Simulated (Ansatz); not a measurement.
# ZrSi2: the cost of one run

Method: DFT r2SCAN, scalar-relativistic, plane waves, PAW, in Ansatz 0.2.0.

## 1. The structure to begin with

The structure is tetragonal, space group P4_2/mnm (No. 136). The conventional cell has a = 5.436 Å, b = 5.436 Å, c = 3.501 Å, α = 90.00°, β = 90.00°, γ = 90.00°. Zr (site symmetry mmm) has 6 Si at 2.30 to 2.35 Å as nearest neighbours. Si (site symmetry m2m) is surrounded by 3 Zr at 2.30 to 2.35 Å.

As a file:

```cif
data_structure
_symmetry_space_group_name_H-M 'P 1'
_symmetry_Int_Tables_number 1
_cell_length_a 5.4362
_cell_length_b 5.4362
_cell_length_c 3.5015
_cell_angle_alpha 90.000
_cell_angle_beta 90.000
_cell_angle_gamma 90.000
_cell_volume 103.48
loop_
_atom_site_label
_atom_site_type_symbol
_atom_site_fract_x
_atom_site_fract_y
_atom_site_fract_z
_atom_site_occupancy
Zr1 Zr 0.00000 0.00000 0.00000 1
Zr2 Zr 0.50000 0.50000 0.50000 1
Si1 Si 0.30600 0.30600 0.00000 1
Si2 Si 0.19400 0.80600 0.50000 1
Si3 Si 0.69400 0.69400 0.00000 1
Si4 Si 0.80600 0.19400 0.50000 1
```

(A quick probe on a coarse mesh, which set the mesh and smearing, is not shown.)

## 3. A loose first relaxation

Input file input.yaml:

```yaml
crystal:
  lattice:
    - [5.4361909052, 0.0, 0.0]
    - [0.0, 5.4361909052, 0.0]
    - [0.0, 0.0, 3.5014560054]
  atoms:
    - { symbol: Zr, position: [0.0, 0.0, 0.0] }
    - { symbol: Zr, position: [0.5, 0.5, 0.5] }
    - { symbol: Si, position: [0.306, 0.306, 0.0] }
    - { symbol: Si, position: [0.194, 0.806, 0.5] }
    - { symbol: Si, position: [0.694, 0.694, 0.0] }
    - { symbol: Si, position: [0.806, 0.194, 0.5] }
basis:
  ecutwfc: 500
kpoints:
  mp_grid: { grid: [4, 4, 6] }
hamiltonian:
  xc: r2scan
scf:
  occupations: { method: gaussian, width: 0.1 }
  lower_state_search: "off"
output:
  forces: true
  stress: true
  eigenvalues: true
relax:
  adjacent_minimum: "off"
  f_tol: 0.04
  max_steps: 70
  cell: { stress_tol: 0.4 }
```

On the command line:

```
ansatz run input.yaml --threads 1 --pin off --max-ram 3072MiB --backend cpu --events-out ev --progress --plain --runs-dir out
```

What time and memory should one allow on 1 thread of Intel Xeon 6975P-C (Granite Rapids), shared host?

About 2 min, with a peak of 0.78 GiB.
